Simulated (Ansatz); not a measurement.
Crystal: InAs.

```
In As
1.0
     0.00000    3.01800    3.01800
     3.01800    0.00000    3.01800
     3.01800    3.01800    0.00000
In As
1 1
Cartesian
  0.0000 0.0000 0.0000
  4.5270 4.5270 4.5270
```

```yaml
Program: Ansatz 0.2.0
Task: relaxation of cell and atoms
Functional: PBE
Dispersion: D3(BJ)
Potentials_or_basis: Ansatz PAW
Cutoff: "420 eV (not typed: the program's choice for these potentials)"
k_mesh: 8 × 8 × 8
Occupations: fermi-dirac, width 0.05 eV
Spin: no spin polarisation
```

At the start: volume 27.49 Å³/atom.

Question: How do energy, volume and symmetry change on relaxing?

Answer: It ends after 4 steps and the volume is 28.56 Å³/atom (+3.9 %); space group F-43m (No. 216, to 0.05 Å).

The path:
| step | energy change (eV) | largest force (eV/Å) | volume (Å³) |
| --- | --- | --- | --- |
| 1 | 0.0000 | 0.0000 | 54.98 |
| 2 | -0.0119 | 0.0000 | 57.75 |
| 3 | -0.0134 | 0.0000 | 57.12 |
| 4 | -0.0138 | 0.0000 | 57.12 |

Final structure:
```
In As
1.0
     0.00000    3.05661    3.05661
     3.05661    0.00000    3.05661
     3.05661    3.05661    0.00000
In As
1 1
Direct
  0.00000 0.00000 0.00000
  0.75000 0.75000 0.75000
```

Caveat: the plane-wave basis is chosen anew once the cell has moved, so the energies of steps on either side of that aren't comparable.
